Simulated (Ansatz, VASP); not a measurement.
Al: VASP beside Ansatz

File INCAR:

```
SYSTEM = Al
  ALGO = Normal
  EDIFF = 1E-7
  ENCUT = 520
  GGA = PE
  ISIF = 2
  ISMEAR = -1
  LASPH = .True.
  LCHARG = .False.
  LREAL = .False.
  LWAVE = .False.
  NBANDS = 8
  NELM = 80
  PREC = Accurate
  SIGMA = 0.05
```

The input KPOINTS:

```
k-points
0
Gamma
  18 18 18
  0 0 0
```

File POSCAR:

```
Al
1.0
    0.0000000000      1.7941631512      1.7941631512
    1.7941631512      0.0000000000      1.7941631512
    1.7941631512      1.7941631512      0.0000000000
Al
1
Direct
    0.0000000000      0.0000000000      0.0000000000
```

Input for Ansatz:

```yaml
crystal:
  lattice:
    - [0.0, 1.7941631512, 1.7941631512]
    - [1.7941631512, 0.0, 1.7941631512]
    - [1.7941631512, 1.7941631512, 0.0]
  atoms:
    - { symbol: Al, position: [0.0, 0.0, 0.0] }
kpoints:
  mp_grid: { grid: [18, 18, 18] }
scf:
  occupations: { method: fermi_dirac, width: 0.05 }
hamiltonian:
  xc: pbe
  pseudopotentials: { kind: nc }
output:
  forces: true
  stress: true
  eigenvalues: true
```

Change from the starting cell: volume scaled by 0.7, norm-conserving files.

Alike in both runs: task single point; functional PBE; k mesh 18 × 18 × 18; occupations fermi-dirac, width 0.05 eV; no spin polarisation.

|  | VASP | Ansatz |
| --- | --- | --- |
| version | VASP 6.6.1 | Ansatz 0.2.0 |
| potentials or method | VASP PAW PBE potentials, release 64 (Al) | norm-conserving pseudopotentials, scalar-relativistic |
| plane-wave cutoff (eV) | 520 | 544 |
| valence electrons in the cell | 3 | 3 |

```tsv
	VASP	Ansatz	Ansatz less VASP
pressure (GPa)	60.7	60.1	-0.62
```

Caveats: the cell as given lies far from equilibrium; so large a pressure means that the cell lies far from this level's equilibrium, or that cutoff or potentials fall short (VASP).
